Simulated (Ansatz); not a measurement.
Write a Python script for Ansatz 0.2.0 through its Python package that makes an equation of state with a fit of C, space group Fmmm. Use (first run): PBEsol, PAW, cutoff 500 eV, 14×14×14 k-points, cold smearing of 0.0516 eV.

```
C
1.0
     0.00000    2.12700    3.34800
     1.22800    0.00000    3.34800
     1.22800    2.12700    0.00000
C
2
Direct
  0.16667 0.83333 0.16667
  0.83333 0.16667 0.83333
```

Script `c.py`:
```python
# -*- coding: utf-8 -*-
'''Equation of state of C.'''

import logging
import sys
import warnings

import ansatz as az
from ase.eos import EquationOfState
from ase.units import GPa
import numpy as np

logging.basicConfig(stream=sys.stdout, format='%(levelname)s %(message)s')
log = logging.getLogger('ansatz_job')
log.setLevel(logging.INFO)

vectors0 = np.array([
    [0.0, 2.127, 3.348],
    [1.228, 0.0, 3.348],
    [1.228, 2.127, 0.0],
])
sites = [
    ('C', [1 / 6, 5 / 6, 1 / 6]),
    ('C', [5 / 6, 1 / 6, 5 / 6]),
]


def build(cell):
    crystal = az.Crystal(lattice=az.Lattice.of(cell))
    for symbol, position in sites:
        crystal = crystal.atom(symbol, position)
    return crystal

warnings.simplefilter('ignore', az.DeckWarning)

# uniform scaling of the cell
volumes, energies, pressures = [], [], []
for scale in np.linspace(0.95, 1.07, 5):
    cell = vectors0 * scale ** (1 / 3)
    calc = (
        build(cell).calculation()
        .functional('PBEsol')
        .occupations('cold')
        .basis(500)
        .kpoints(14, 14, 14)
        .stress()
    )
    data = calc.run(threads=1).report
    volumes.append(abs(np.linalg.det(cell)) / len(sites))
    energies.append(data['free_energy_ev'] / len(sites))
    pressures.append(np.trace(data['stress_gpa']) / 3)
    log.info(f'V = {volumes[-1]:8.4f} A^3/atom  F = {energies[-1]:.5f} eV/atom  P = {pressures[-1]:8.3f} GPa')

eos = EquationOfState(volumes, energies, eos='birchmurnaghan')
v0, e0, bulk = eos.fit()
log.info(f'V0 = {v0:.4f} A^3/atom, E0 = {e0:.5f} eV/atom, B = {bulk / GPa:.1f} GPa')
```

`python c.py` gives:
```text
INFO V =   8.3076 A^3/atom  F = -246.66437 eV/atom  P =   17.561 GPa
INFO V =   8.5699 A^3/atom  F = -246.68467 eV/atom  P =    7.462 GPa
INFO V =   8.8323 A^3/atom  F = -246.68951 eV/atom  P =   -1.348 GPa
INFO V =   9.0946 A^3/atom  F = -246.68087 eV/atom  P =   -9.036 GPa
INFO V =   9.3570 A^3/atom  F = -246.66045 eV/atom  P =  -15.748 GPa
INFO V0 = 8.7898 A^3/atom, E0 = -246.68969 eV/atom, B = 281.6 GPa
```

A third-order Birch-Murnaghan fit through the 5 points has its minimum at 8.79 Å³ an atom, 0.5 % above the typed cell, with a bulk modulus of 282 GPa and dB/dP = 3.6. From that minimum the energy rises by 25.3 meV an atom on the compressed side and 29.2 meV on the expanded side.

Caveats:
- Absolute energies stand on the zero of these potentials, so only differences at equal settings mean something.
- Shape and fractional positions are held along the curve, so the bulk modulus is an upper value where they are free to relax.
- Pressure is positive in compression.
- This isn't the structure that C takes at ambient conditions.
- It ran for 31 s on 1 thread of Arm Neoverse V1, with other jobs on the host, peak memory 0.43 GiB.
